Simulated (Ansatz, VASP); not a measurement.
Two plane-wave programs on ZnSe

File INCAR:

```
SYSTEM = ZnSe
ALGO     = Normal         ! electronic algorithm
EDIFF    = 1E-6           ! SCF threshold, eV
EDIFFG   = -0.01          ! ionic threshold
ENCUT    = 600            ! plane-wave cutoff, eV
IBRION   = 2              ! ionic algorithm
ISIF     = 3              ! what is computed and relaxed
ISMEAR   = -1             ! smearing method
LASPH    = .True.         ! aspherical terms in the spheres
LCHARG   = .False.        ! write CHGCAR
LREAL    = .False.        ! projectors in reciprocal space
LWAVE    = .False.        ! write WAVECAR
NELM     = 80             ! most SCF steps
NSW      = 40             ! ionic steps
PREC     = Accurate       ! precision mode
PSTRESS  = 0            
SIGMA    = 0.05           ! smearing width, eV
```

The input KPOINTS:

```
k-points
0
Gamma
  5 5 4
  0 0 0
```

POSCAR

```
ZnSe
1.0
    4.1077020000      0.0000000000      0.0000000000
    0.0000000000      4.1077020000      0.0000000000
    0.0000000000      0.0000000000      6.0703500000
Se Zn
2 2
Direct
    0.5000000000      0.0000000000      0.7537200000
    0.0000000000      0.5000000000      0.2462800000
    0.5000000000      0.5000000000      0.0000000000
    0.0000000000      0.0000000000      0.0000000000
```

The input input.yaml:

```yaml
crystal:
  lattice:
    - [4.107702, 0.0, 0.0]
    - [0.0, 4.107702, 0.0]
    - [0.0, 0.0, 6.07035]
  atoms:
    - { symbol: Se, position: [0.5, 0.0, 0.75372] }
    - { symbol: Se, position: [0.0, 0.5, 0.24628] }
    - { symbol: Zn, position: [0.5, 0.5, 0.0] }
    - { symbol: Zn, position: [0.0, 0.0, 0.0] }
hamiltonian:
  xc: lda
  pseudopotentials: { kind: paw }
kpoints:
  mp_grid: { grid: [5, 5, 4] }
scf:
  occupations: { method: fermi_dirac, width: 0.05 }
output:
  forces: true
  stress: true
  eigenvalues: true
relax:
  f_tol: 0.01
  max_steps: 40
  cell: { stress_tol: 0.05 }
```

Measurements of this composition are mostly on another form, of space group No. 216.

Alike in both runs: task relaxation of cell and atoms; functional LDA; k mesh 5 × 5 × 4; occupations fermi-dirac, width 0.05 eV; no spin polarisation.

|  | VASP | Ansatz |
| --- | --- | --- |
| version | VASP 6.6.1 | Ansatz 0.2.0 |
| potentials or method | VASP PAW LDA potentials, release 64 (Se, Zn) | Ansatz PAW |
| plane-wave cutoff (eV) | 600 | 420 |
| valence electrons in the cell | 36 | 56 |

Ansatz gave:

- gap on the k mesh at the Fermi level, each at its own relaxed structure (eV): 1.53
- relaxed volume (Å³/atom): 20.82
- relaxed cell length with the largest relative difference (Å): 5.232
- energy change over the relaxation (meV/atom): -51

Q: Which values does VASP return?

A: gap on the k mesh at the Fermi level, each at its own relaxed structure (eV): 1.49; relaxed volume (Å³/atom): 20.82; relaxed cell length with the largest relative difference (Å): 5.203; energy change over the relaxation (meV/atom): -48.

The two sets of potentials don't hold the same shells in valence.

Caveats: the volume moved by over 15 % at a fixed basis, so the end points are rough; an odd mesh through Γ misses points on the zone boundary, where band edges often lie (VASP); odd divisions of the mesh miss points on the zone boundary, where band edges often lie, so the gap on the mesh can be too wide (Ansatz); the plane-wave basis is chosen anew once the cell has moved, so the energies of steps on either side of that aren't comparable (Ansatz); the PAW data sets come from PBE, with cores solved anew for the run's functional, which leaves a small shift of forces and pressure (Ansatz). Expect the measured gap to be larger: semilocal functionals such as LDA lack the derivative discontinuity.
